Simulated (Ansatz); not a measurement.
# LiH: the cost of one run

Method: DFT PBE, scalar-relativistic, plane waves, PAW, in Ansatz 0.2.0.

2 further runs of the same task are left out: 1 that didn't finish, 1 set aside as unsound or not needed.

## (1) Starting point

It takes space group R-3m (No. 166, trigonal). The conventional cell has a = 2.807 Å, b = 2.807 Å, c = 28.560 Å, α = 90.00°, β = 90.00°, γ = 120.00°. Around Li (site symmetry -3m) lie 6 H at 2.03 Å. Li (site symmetry -3m) has 6 H at 1.99 Å as nearest neighbours. Li (site symmetry 3m) has 6 H at 1.99 to 2.03 Å as nearest neighbours. Around H (site symmetry 3m) lie 6 Li at 1.99 Å. H (site symmetry 3m) has 6 Li at 2.03 Å as nearest neighbours.

Structure file:

```
Li H
1.0
     1.40330    0.81020    9.52011
    -1.40330    0.81020    9.52011
     0.00000   -1.62039    9.52011
Li H
4 4
Direct
  0.00000 0.00000 0.00000
  0.50000 0.50000 0.50000
  0.91425 0.91425 0.91425
  0.08575 0.08575 0.08575
  0.79284 0.79284 0.79284
  0.20716 0.20716 0.20716
  0.62383 0.62383 0.62383
  0.37617 0.37617 0.37617
```

The cell was relaxed beforehand at this level, from a generated guess; it needn't be the stable form of this composition. At a tolerance of 0.02 Å it has space group R-3m (No. 166); it has 8.12 Å³/atom, an uncorrected energy of -0.39 eV/atom over the elements and, on its mesh, gap 3.62 eV.

## (2) Point at V/V0 = 0.97

The input, input.yaml:

```yaml
crystal:
  lattice:
    - [1.3891241772, 0.8020112341, 9.423943666]
    - [-1.3891241772, 0.8020112341, 9.423943666]
    - [0.0, -1.6040224188, 9.4239436702]
  atoms:
    - { symbol: Li, position: [0.0, 0.0, 0.0] }
    - { symbol: Li, position: [0.5, 0.5, 0.5] }
    - { symbol: Li, position: [0.914248, 0.914248, 0.914248] }
    - { symbol: Li, position: [0.085752, 0.085752, 0.085752] }
    - { symbol: H, position: [0.792842, 0.792842, 0.792842] }
    - { symbol: H, position: [0.207158, 0.207158, 0.207158] }
    - { symbol: H, position: [0.623828, 0.623828, 0.623828] }
    - { symbol: H, position: [0.376172, 0.376172, 0.376172] }
basis:
  ecutwfc: 420
kpoints:
  mp_grid: { grid: [12, 12, 12] }
hamiltonian:
  xc: pbe
scf:
  occupations: { method: gaussian, width: 0.02 }
output:
  forces: true
  stress: true
  eigenvalues: true
relax:
  adjacent_minimum: "off"
  f_tol: 0.01
  max_steps: 30
  cell: { stress_tol: 0.1, fix: [volume] }
```

Started as:

```bash
> ansatz run input.yaml --threads 4 --pin off --max-ram 8192MiB --backend cpu --events-out ev --progress --plain --runs-dir out
```

Q: Estimate wall time and peak memory on 4 threads of Arm Neoverse V2, shared host.

About 4.5 s, with a peak of 0.46 GiB.
